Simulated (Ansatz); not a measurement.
# Bi2Se3 (Paraguanajuatite) (R-3m) in Ansatz: a series of runs

Aim: see how the results for Bi2Se3 (Paraguanajuatite) move with the level of theory and the settings. Levels: LDA, PBE, PBEsol, RPBE. Tasks: relaxation of cell and atoms.

Everything below comes from runs of Ansatz 0.2.0. Logs are shortened: lines on timing, memory, paths and dates and some standing lists are left out, and cuts for length are marked.

## (1) Starting point

Symmetry: R-3m, No. 166, trigonal system. Conventional cell: a = 4.143 Å, b = 4.143 Å, c = 28.636 Å, α = 90.00°, β = 90.00°, γ = 120.00°. Around Bi (site symmetry 3m) lie 6 Se at 2.85 to 3.07 Å. Se (site symmetry 3m) has 3 Bi at 2.85 Å as nearest neighbours. Around Se (site symmetry -3m) lie 6 Bi at 3.07 Å.

## (2) Relaxation of cell and atoms, LDA

Input file input.yaml:

```yaml
crystal:
  lattice:
    - [2.0715, 1.1959810826, 9.5453333333]
    - [-2.0715, 1.1959810826, 9.5453333333]
    - [0.0, -2.3919621653, 9.5453333333]
  atoms:
    - { symbol: Bi, position: [0.5992, 0.5992, 0.5992] }
    - { symbol: Bi, position: [0.4008, 0.4008, 0.4008] }
    - { symbol: Se, position: [0.7883, 0.7883, 0.7883] }
    - { symbol: Se, position: [0.2117, 0.2117, 0.2117] }
    - { symbol: Se, position: [0.0, 0.0, 0.0] }
hamiltonian:
  xc: lda
  pseudopotentials: { kind: paw }
kpoints:
  mp_grid: { grid: [8, 8, 8] }
scf:
  occupations: { method: fermi_dirac, width: 0.05 }
output:
  forces: true
  stress: true
  eigenvalues: true
  write_density: true
  write_potential: true
  elf: true
  volumetric_format: npy
relax:
  f_tol: 0.01
  max_steps: 40
  cell: { stress_tol: 0.05 }
```

Potentials or basis: Ansatz PAW.

The run is started by

```sh
$ ansatz run input.yaml --threads 2 --pin off --max-ram 5632MiB --backend cpu --events-out ev --progress --plain --runs-dir out
```

The log of the run:

```text
Warning: RAYON_NUM_THREADS=2 ignored (pool sized by the plan → 2); use --threads N
basis.fft_grid_basis auto: the FFT boxes are laid along the combinations [[1, -1, 0], [0, 1, 0], [0, -1, 1]] of the cell's own vectors, 4.143, 9.840 and 4.143 Å long. The dense box has 30×72×30 points. Along the cell's own vectors, as sized, it would have 72×72×72, 5.76 times as many. Of the 12 symmetry operations that the crystal satisfies within crystal.symmetry.tolerance (time reversal apart; of a slab, those that keep its plane) the dense box along the cell's own vectors carries 12, and the one as laid loses 8 of those. basis.fft_grid_basis: typed keeps the cell's own vectors: state it where this run's energies or levels are differenced outside the engine with another run's, or held beside a run that keeps those vectors. Those combinations have planes normal to reciprocal vector 3, as the cell's own vectors have. Each planar average written beside output.write_density, output.write_potential has a row for each plane of the box: 30. The volumetric files lie along those combinations, not along the cell's own vectors: a cube or XSF file states them, and fields.json those of NumPy files.
Engine: ansatz 0.2.0, aarch64-unknown-linux-gnu
Pseudopotentials: kind: paw
Pseudopotential: Bi, paw, valence charge 15, recommended cutoff 420 eV (normal), Bi.paw.azcp
Pseudopotential: Se, paw, valence charge 16, recommended cutoff 420 eV (normal), Se.paw.azcp
Functional definition: SPW92
  exchange = slater_x
  correlation = pw_c
Crystal: 5 atoms, lattice volume = 141.890 Å³
Basis set: ecut = 420 eV, 2743 PW (Γ), FFT grids on a1−a2, a2, −a2+a3
Bands: 47, of which v1, the nominal top of the filled ones, is band 39 counted from 1 (38 counted from 0)
Symmetry: 12 space group operations
Space group: R-3m (ITA 166), of the structure as read, at distance tolerance 5.2e-5 Å
k-points: 65 of 512
Non-local potential: Bi, projectors of the file, l = 0: 2, l = 1: 2, l = 2: 2, l = 3: 2
Non-local potential: Se, projectors of the file, l = 0: 2, l = 1: 2, l = 2: 3, l = 3: 1
PAW form: soft (Blöchl's): semilocal exchange-correlation on the pseudo side does not see the compensation charge
PAW frozen core: Bi, regenerated for the run's functional, and the local potential with it (the file was generated under x = pbe(κ = 0.804, μ = 0.2195149727645171), c = pbe(β = 0.06672455060314922))
PAW frozen core: Se, regenerated for the run's functional, and the local potential with it (the file was generated under x = pbe(κ = 0.804, μ = 0.2195149727645171), c = pbe(β = 0.06672455060314922))
PAW one-centre angular grid: Bi, 590 points (default); XC on 64 Gauss nodes
PAW one-centre angular grid: Se, 590 points (default); XC on 64 Gauss nodes
Initial density: superposition of atomic densities (neutral atoms: chi_scale 0, normalization atom), corrected by the library's trained network
Initial wavefunctions: pseudopotential atomic-orbital guess
Functional: x = slater, c = lda
[... 104 lines left out ...]
  E_hartree    = 4501.155546
  E_xc         = -614.430874
  E_vxc        = -587.839291  (∫ρ·V_xc dr)
  E_paw        = -26185.511898  (= ΣΔE_a)
  E_vpaw       = 62.895843  (= ΣTr[D̂ρ^β])
  E_aug_tail   = -0.002847  (compensation charges beyond the density's cutoff)
  E_ewald      = -8234.992486
  E_core_change = 6.642317  (= ΣΔE_core)
  E_smearing   = -0.000374  (= −TS)
  E_closure    = 0.000000  (closes the sum)
  Σ components = -40323.328547   (vs F -40323.328547, Δ=0.00e0)
--- Forces (eV/Å), atoms counted from 1 ---
  atom   1  Bi    -0.00000000    -0.00000000     0.00333067
  atom   2  Bi     0.00000000     0.00000000    -0.00333067
  atom   3  Se    -0.00000000    -0.00000000     0.00072625
  atom   4  Se     0.00000000     0.00000000    -0.00072625
  atom   5  Se     0.00000000     0.00000000     0.00000000
  max |Σ_I F_I| component: 2.17e-19 eV/Å
--- Stress (GPa, compression-positive) ---
        0.014551       0.000000      -0.000000
        0.000000       0.014551       0.000000
       -0.000000       0.000000       0.006951
  P = ⅓ Tr σ = 0.0120 GPa (0.120 kbar)
--- Band table (eV; the first three rows and the last of 65) ---
  k-point 0: bands = ["-38.1850", "-38.1850", "-38.1831", "-38.1831", "-38.1820", "-38.1818", "-38.1818", "-38.1815", "-38.1814", "-38.1814", "-38.0755", "-38.0686", "-38.0686", "-38.0404", "-38.0404", "-13.5457", "-13.5457", "-13.5430", "-13.5430", "-13.5263", "-13.5232", "-13.5173", "-13.5173", "-13.5135", "-13.5135", "-5.2892", "-4.3919", "-3.6729", "-0.1745", "0.5581", "7.1079", "7.2636", "7.4972", "7.4972", "7.4975", "7.4975", "8.2334", "8.2334", "9.5376", "9.5703", "10.7024", "10.7024", "11.5814", "12.2108", "12.2108", "15.1963", "16.2159"]
  k-point 1: bands = ["-38.1850", "-38.1849", "-38.1831", "-38.1830", "-38.1819", "-38.1818", "-38.1817", "-38.1815", "-38.1814", "-38.1814", "-38.0755", "-38.0686", "-38.0686", "-38.0404", "-38.0404", "-13.5487", "-13.5454", "-13.5420", "-13.5393", "-13.5240", "-13.5212", "-13.5188", "-13.5173", "-13.5154", "-13.5132", "-5.1415", "-4.2714", "-3.5764", "-0.2768", "0.4059", "6.2551", "6.3793", "6.9542", "7.0314", "7.7015", "7.9901", "8.0434", "8.4842", "8.6550", "10.5851", "11.2536", "11.2583", "11.5731", "12.1327", "12.3782", "14.7272", "15.3459"]
  k-point 2: bands = ["-38.1849", "-38.1848", "-38.1834", "-38.1830", "-38.1819", "-38.1818", "-38.1817", "-38.1815", "-38.1813", "-38.1813", "-38.0755", "-38.0686", "-38.0686", "-38.0404", "-38.0403", "-13.5571", "-13.5523", "-13.5347", "-13.5319", "-13.5261", "-13.5212", "-13.5157", "-13.5151", "-13.5118", "-13.5112", "-4.7116", "-3.9455", "-3.3246", "-0.6574", "-0.0215", "5.1385", "5.6457", "6.0941", "6.4500", "7.0064", "7.4270", "8.1675", "8.3464", "8.9594", "10.6364", "11.3378", "11.5708", "12.2115", "12.5875", "13.5608", "13.8501", "15.5986"]
  k-point 64: bands = ["-38.1850", "-38.1850", "-38.1831", "-38.1831", "-38.1820", "-38.1818", "-38.1818", "-38.1815", "-38.1814", "-38.1814", "-38.0755", "-38.0686", "-38.0686", "-38.0404", "-38.0404", "-13.5457", "-13.5457", "-13.5430", "-13.5430", "-13.5260", "-13.5235", "-13.5174", "-13.5174", "-13.5135", "-13.5135", "-5.0785", "-4.8705", "-3.2327", "-0.7726", "1.0544", "6.5821", "7.3618", "7.3618", "7.8441", "7.8441", "7.8659", "7.9537", "7.9537", "8.9067", "10.2009", "11.1255", "11.1255", "11.4612", "11.7543", "11.7543", "15.0917", "16.0030"]
--- Relaxed structure (6 steps of the walk, 6 accepted, 1 SCFs on fresh bases) ---
  F+E_penalty+E_count = -40323.32854715 eV   max|allowed force component| = 3.331e-3 eV/Å   (the final SCF, on the basis selected at the relaxed cell)
  cell:  # Å, volume = 135.6384 Å³
    - [2.052308810933972, 1.1849010444367372, 9.296225995789028]
    - [-2.052308810933972, 1.1849010444367372, 9.296225995789028]
    - [-7.285642583394869e-33, -2.3698020889221687, 9.29622599578282]
  atoms:
    - { symbol: Bi, position: [0.5986409171263233, 0.5986409171263233, 0.5986409171263234] }
    - { symbol: Bi, position: [0.40135908287367644, 0.40135908287367644, 0.4013590828736765] }
    - { symbol: Se, position: [0.7907391337725769, 0.7907391337725769, 0.790739133772577] }
    - { symbol: Se, position: [0.20926086622742301, 0.20926086622742301, 0.20926086622742304] }
    - { symbol: Se, position: [3.123574494198941e-21, 3.123574494198941e-21, 3.1235744957166726e-21] }
```

rho_z.tsv:

```text
# z_ang	rho[e/angstrom^3]
# format = ansatz-planar-average/11
# lattice	2.052308811	1.184901044	9.296225996
# lattice	-2.052308811	1.184901044	9.296225996
# lattice	-0.000000000	-2.369802089	9.296225996
# sites	5
# site	83	-0.000000000	-0.000000000	16.695303768
# site	83	-0.000000000	-0.000000000	11.193374220
# site	34	-0.000000000	-0.000000000	22.052669074
# site	34	-0.000000000	-0.000000000	5.836008914
# site	34	0.000000000	-0.000000000	0.000000000
0.000000	6.683698e-1
0.319784	6.310236e-1
0.639569	5.550259e-1
0.959353	5.119676e-1
1.279137	5.427819e-1
1.598921	6.264038e-1
[... 22 lines left out ...]
8.953959	5.550259e-1
9.273744	6.310236e-1
```

v_z.tsv:

```text
# z_ang	v_es[eV]	v_tot[eV]
# format = ansatz-planar-average/11
# xc	lda
# density_cutoff_ev	1680
# datasets	Bi=:simpson_from_first_knot:soft:shift=-2840333	Se=:simpson_from_first_knot:soft:shift=-2261459
# lattice	2.052308811	1.184901044	9.296225996
# lattice	-2.052308811	1.184901044	9.296225996
# lattice	-0.000000000	-2.369802089	9.296225996
# sites	5
# site	83	-0.000000000	-0.000000000	16.695303768
# site	83	-0.000000000	-0.000000000	11.193374220
# site	34	-0.000000000	-0.000000000	22.052669074
# site	34	-0.000000000	-0.000000000	5.836008914
# site	34	0.000000000	-0.000000000	0.000000000
0.000000	8.192573e0	-1.576031e0
0.319784	8.207017e0	-1.559048e0
0.639569	8.195998e0	-1.569003e0
0.959353	8.076220e0	-1.701305e0
1.279137	7.839341e0	-1.971588e0
1.598921	7.497559e0	-2.366585e0
[... 22 lines left out ...]
8.953959	8.195998e0	-1.569003e0
9.273744	8.207017e0	-1.559048e0
```

Run time: 89 s. Hardware: 2 threads of Arm Neoverse V2, shared host; peak memory 0.62 GiB.

What came out:

| Property | Result |
| --- | --- |
| Free energy | -40323.3285 eV |
| Relaxed volume | 27.13 Å³/atom |
| Relaxed cell | a = 9.594 Å, b = 9.594 Å, c = 9.594 Å, α = 24.71°, β = 24.71°, γ = 24.71° |
| Space group after relaxing (to 0.05 Å) | R-3m (No. 166) |
| Energy gained by relaxing | 7.1 meV/atom |
| Ionic steps | 7 |
| Pressure after relaxing | 0.0 GPa |
| Largest force after relaxing | 0.003 eV/Å |
| Band gap on the k mesh | 0.03 eV, direct |

Forces in eV/Å, atoms in the order of the input:
```
Bi   0.000  0.000  0.003
Bi   0.000  0.000 -0.003
Se   0.000  0.000  0.001
Se   0.000  0.000 -0.001
Se   0.000  0.000  0.000
```

Step by step:
| step | energy change (eV) | largest force (eV/Å) | volume (Å³) |
| --- | --- | --- | --- |
| 1 | 0.0000 | 0.1175 | 141.89 |
| 2 | -0.0107 | 0.1664 | 133.54 |
| 3 | -0.0353 | 0.0247 | 136.20 |
| 4 | -0.0365 | 0.0177 | 135.94 |
| 5 | -0.0367 | 0.0236 | 135.73 |
| 6 | -0.0368 | 0.0032 | 135.64 |
| 7 | -0.0356 | 0.0033 | 135.64 |

Final structure:
```
Bi Se
1.0
     2.05231    1.18490    9.29623
    -2.05231    1.18490    9.29623
     0.00000   -2.36980    9.29623
Bi Se
2 3
Direct
  0.59864 0.59864 0.59864
  0.40136 0.40136 0.40136
  0.79074 0.79074 0.79074
  0.20926 0.20926 0.20926
  0.00000 0.00000 0.00000
```

Levels at points of the mesh, in eV from the valence-band top:
| k point | band 35 | band 36 | band 37 | band 38 | band 39 | band 40 | band 41 | band 42 | band 43 | band 44 |
| --- | --- | --- | --- | --- | --- | --- | --- | --- | --- | --- |
| (0.00, 0.00, 0.00) | -2.04 | -2.04 | -1.30 | -1.30 | 0.00 | 0.03 | 1.16 | 1.16 | 2.04 | 2.67 |
| (0.00, 0.00, -0.50) | -3.31 | -3.27 | -2.48 | -1.30 | -0.53 | 0.63 | 1.65 | 2.86 | 3.17 | 3.88 |
| (0.00, -0.50, -0.50) | -2.64 | -2.13 | -2.02 | -1.90 | -1.00 | 1.17 | 1.85 | 2.52 | 2.92 | 3.36 |
| (-0.50, -0.50, -0.50) | -1.69 | -1.67 | -1.58 | -1.58 | -0.63 | 0.66 | 1.59 | 1.59 | 1.92 | 2.22 |

Caveat: the plane-wave basis is chosen anew once the cell has moved, so the energies of steps on either side of that aren't comparable; spin-orbit coupling is left out, which as a rule narrows the gap of such compounds by several tenths of an eV; the PAW data sets come from PBE, with cores solved anew for the run's functional, which leaves a small shift of forces and pressure. A k mesh can miss the band edges.

## (3) Relaxation of cell and atoms, PBE

Changes to input.yaml since step 2:

```diff
@@ -12,3 +12,3 @@
 hamiltonian:
-  xc: lda
+  xc: pbe
   pseudopotentials: { kind: paw }
@@ -22,6 +22,2 @@
   eigenvalues: true
-  write_density: true
-  write_potential: true
-  elf: true
-  volumetric_format: npy
 relax:
```

Potentials or basis: Ansatz PAW.

The run is started by

```sh
$ ansatz run input.yaml --threads 2 --pin off --max-ram 5632MiB --backend cpu --events-out ev --progress --plain --runs-dir out
```

It took 1.9 min on 2 threads of Arm Neoverse V2, shared host; peak memory 0.66 GiB.

Results (log left out):

- Free energy: -41202.2932 eV
- Relaxed volume: 31.62 Å³/atom
- Relaxed cell: a = 10.674 Å, b = 10.674 Å, c = 10.674 Å, α = 22.64°, β = 22.64°, γ = 22.64°
- Space group after relaxing (to 0.05 Å): R-3m (No. 166)
- Energy gained by relaxing: 16.0 meV/atom
- Ionic steps: 9
- Pressure after relaxing: 0.0 GPa
- Band gap on the k mesh: 0.69 eV, direct

The path:
| step | energy change (eV) | largest force (eV/Å) | volume (Å³) |
| --- | --- | --- | --- |
| 1 | 0.0000 | 0.1594 | 141.89 |
| 2 | -0.0284 | 0.3660 | 153.79 |
| 3 | -0.0641 | 0.0370 | 151.43 |
| 4 | -0.0682 | 0.0687 | 151.95 |
| 5 | -0.0761 | 0.0123 | 154.52 |
| 6 | -0.0775 | 0.0010 | 156.57 |
| 7 | -0.0777 | 0.0010 | 157.80 |
| 8 | -0.0777 | 0.0001 | 158.11 |
| 9 | -0.0798 | 0.0006 | 158.11 |

Final structure:
```
CELL_PARAMETERS angstrom
2.09530 1.20972 10.39652
-2.09530 1.20972 10.39652
0.00000 -2.41944 10.39652
ATOMIC_POSITIONS crystal
Bi 0.60415 0.60415 0.60415
Bi 0.39585 0.39585 0.39585
Se 0.77928 0.77928 0.77928
Se 0.22072 0.22072 0.22072
Se 0.00000 0.00000 0.00000
```

Levels at points of the mesh, in eV from the valence-band top:
```
              k point  band 36  band 37  band 38  band 39  band 40  band 41  band 42  band 43
   (0.00, 0.00, 0.00)    -1.19    -0.73    -0.73     0.00     0.69     1.97     1.97     2.49
  (0.00, 0.00, -0.50)    -2.06    -1.24    -0.82    -0.42     1.42     2.60     3.16     3.40
 (0.00, -0.50, -0.50)    -1.59    -1.07    -0.93    -0.75     1.72     2.52     2.83     3.37
(-0.50, -0.50, -0.50)    -0.91    -0.77    -0.77    -0.26     0.83     2.05     2.05     2.45
```

Caveat: the plane-wave basis is chosen anew once the cell has moved, so the energies of steps on either side of that aren't comparable; spin-orbit coupling is left out, which as a rule narrows the gap of such compounds by several tenths of an eV. Zero-point motion and thermal expansion aren't in these numbers.

(Part 1 of 2 ends here.)
